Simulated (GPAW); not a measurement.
**Pd: relaxation of cell and atoms with PBEsol**

Crystal: Pd.

```
Pd
1.0
     2.78367    0.00000    0.00000
    -1.39183    2.41072    0.00000
     0.00000    0.00000    4.62889
Pd
2
Cartesian
  0.0000 1.6071 1.1572
  1.3918 0.8036 3.4717
```

This isn't the form of Pd at room conditions, which is fcc.

```json
{"Program": "GPAW 26.7.0", "Task": "relaxation of cell and atoms", "Functional": "PBEsol", "Potentials or basis": "PAW data sets generated in the run's folder for this functional", "Cutoff": "600 eV", "Basis": "pw", "k mesh": "8 × 8 × 4", "Occupations": "fermi-dirac, width 0.05 eV", "Spin": "no spin polarisation", "Target pressure": "5 GPa", "Maxiter": "150", "Optimizer": "BFGS", "Fmax": "0.02 eV/Å", "Max steps": "60", "Convergence": "density=1e-05 forces=0.0001"}
```

```
Relaxed volume                                         : 14.33 Å³/atom
Relaxed cell                                           : a = 2.709 Å, b = 2.709 Å, c = 4.511 Å, α = 90.00°, β = 90.00°, γ = 120.00°
Space group after relaxing (to 0.05 Å)                 : P6_3/mmc (No. 194)
Energy change on relaxing (the enthalpy is what falls) : -24.8 meV/atom
Ionic steps                                            : 4
Pressure after relaxing                                : 4.8 GPa
Band gap on the k mesh                                 : none (metal or under the smearing width)
```

Stress tensor (GPa, compression positive):
```
4.79 0.00 0.00
0.00 4.79 0.00
0.00 0.00 4.97
```

Step by step:
| step | energy change (eV) | largest force (eV/Å) | pressure (GPa) | volume (Å³) |
| --- | --- | --- | --- | --- |
| 1 | 0.0000 | 0.0000 | -9.86 | 31.06 |
| 2 | -0.0452 | 0.0000 | -4.99 | 30.12 |
| 3 | -0.0411 | 0.0000 | 6.80 | 28.43 |
| 4 | -0.0496 | 0.0000 | 4.85 | 28.67 |

Final structure:
```
Pd
1.0
     2.70902    0.00000    0.00000
    -1.35451    2.34608    0.00000
     0.00000    0.00000    4.51059
Pd
2
Direct
  0.33333 0.66667 0.25000
  0.66667 0.33333 0.75000
```

Levels at points of the mesh, in eV from the Fermi level:
```tsv
k point	band 12	band 13	band 14	band 15	band 16	band 17	band 18	band 19	band 20	band 21
(0.00, 0.00, 0.00)	-2.54	-2.54	-1.78	-1.78	-0.26	-0.26	0.64	7.18	17.31	19.08
(0.00, 0.00, 0.50)	-2.96	-2.96	-2.96	-0.75	-0.75	-0.75	-0.75	14.39	14.39	17.99
(0.50, 0.50, 0.00)	-2.30	-1.94	0.00	0.03	0.21	2.59	4.63	9.88	10.18	13.42
(0.50, 0.50, 0.50)	-1.65	-0.53	-0.53	0.13	0.13	2.55	2.55	8.47	8.47	16.75
```

It took 87 s on 1 thread of Intel(R) Xeon(R) Platinum 8375C CPU @ 2.90GHz (Ice Lake) (shared host), peak memory 0.19 GiB.

Caveat: later steps reuse the first step's grids.
